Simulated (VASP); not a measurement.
# BAs, self-consistent run: which settings are enough?

BAs, F-43m (no. 216), 2 atoms in the cell. R2SCAN; PAW potentials As, B (PBE set). VASP 6.6.1.

Wanted: energy within 0.2 meV/atom; levels at the zone centre within 0.003 eV.

What the run is for: comparing ways to start; Accuracy asked: tight.

Levels at the zone centre: counted from the valence top at that point.

POSCAR:
```
BAs
1.0
    0.0000000000      2.3885000000      2.3885000000
    2.3885000000      0.0000000000      2.3885000000
    2.3885000000      2.3885000000      0.0000000000
As B
1 1
Direct
    0.7500000000      0.7500000000      0.7500000000
    0.0000000000      0.0000000000      0.0000000000
```

## How the run starts (with a second run first, the time holds both)

| How the run starts (with a second run first, the time holds both) | Energy less reference (meV/atom) | Levels at the zone centre, largest deviation (eV) | Time (s) |
|---|---|---|---|
| from scratch: 21 SCF iterations | 0.00 | 0.0000 | 19 |
| PBE orbitals (WAVECAR): 11 + 10 SCF iterations | 0.00 | 0.0000 | 15 |
| PBE density (CHGCAR): 11 + 15 SCF iterations | 0.00 | 0.0001 | 18 |
| loose PBE orbitals: 9 + 10 SCF iterations | 0.00 | 0.0000 | 14 |

Chosen: loose PBE orbitals: 9 + 10 SCF iterations; it saves 5.1 s of 19, so from scratch: 21 SCF iterations would do nearly as well.

## All choices together

| Input | Energy less reference (meV/atom) | Levels at the zone centre, largest deviation (eV) | Time (s) |
|---|---|---|---|
| chosen settings | 0.00 | 0.0000 | 14 |
| reference settings throughout | 0.00 | 0.0000 | 19 |

The tolerance is met.

Values of the reference run: Levels at the zone centre: 0, 0, 3.445 eV from the valence top at Gamma.

## The input

INCAR.step1:
```
SYSTEM = BAs
  ALGO = Normal
  EDIFF = 0.001
  EFERMI = MIDGAP
  ENCUT = 460
  GGA = PE
  GGA_COMPAT = .False.
  ISIF = 2
  ISMEAR = 0
  LASPH = .True.
  LCHARG = .True.
  LREAL = .False.
  LWAVE = .True.
  NELM = 120
  PREC = Accurate
  SIGMA = 0.03
```

INCAR.step2, as INCAR.step1 but for:
```
- EDIFF = 0.001
- GGA = PE
- LCHARG = .True.
- LWAVE = .True.
+ EDIFF = 1E-6
+ ISTART = 1
+ LCHARG = .False.
+ LMIXTAU = .True.
+ LWAVE = .False.
+ METAGGA = R2SCAN
```

KPOINTS:
```
k-points
0
Gamma
  9 9 9
```

Commands (each step's output is kept before the next begins):
```
cat potpaw_PBE.64/As/POTCAR potpaw_PBE.64/B/POTCAR > POTCAR
cp INCAR.step1 INCAR
mpirun -np 1 vasp_std > vasp.out
cp INCAR.step2 INCAR
mpirun -np 1 vasp_std > vasp.out
```

The chosen input took VASP 6.6.1 14 s on 1 core (Intel Xeon Platinum 8488C (Sapphire Rapids)), a shared host.
